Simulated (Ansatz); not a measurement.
## Run times of several calculations on Te₄Mo₃

Cell: 14 atoms, space group R-3, a = 7.048 Å, b = 7.048 Å, c = 7.048 Å, α = 92.45°, β = 92.45°, γ = 92.45°.

All runs are DFT with Ansatz 0.2.0 on 1 thread of AMD EPYC 9R45 (Zen 5) (x86_64; 16 cores open to the job, memory cap 3.0 GiB, no GPU), a shared host.

(1) Rank the runs by wall time, shortest first.
A. relaxation of the ions, PBE, gradients read without the response of the cores, 420 eV, 5×5×5 k-points, smearing 0.05 eV
B. single point at relaxed positions, r2SCAN, gradients read without the response of the cores, 500 eV, 5×5×5 k-points, smearing 0.05 eV
C. single point, PBE, gradients read without the response of the cores, 420 eV, 5×5×5 k-points, smearing 0.05 eV

Results:

(1) C (24 s, 1.1 GiB), B (48 s, 1.7 GiB), A (89 s, 1.2 GiB).
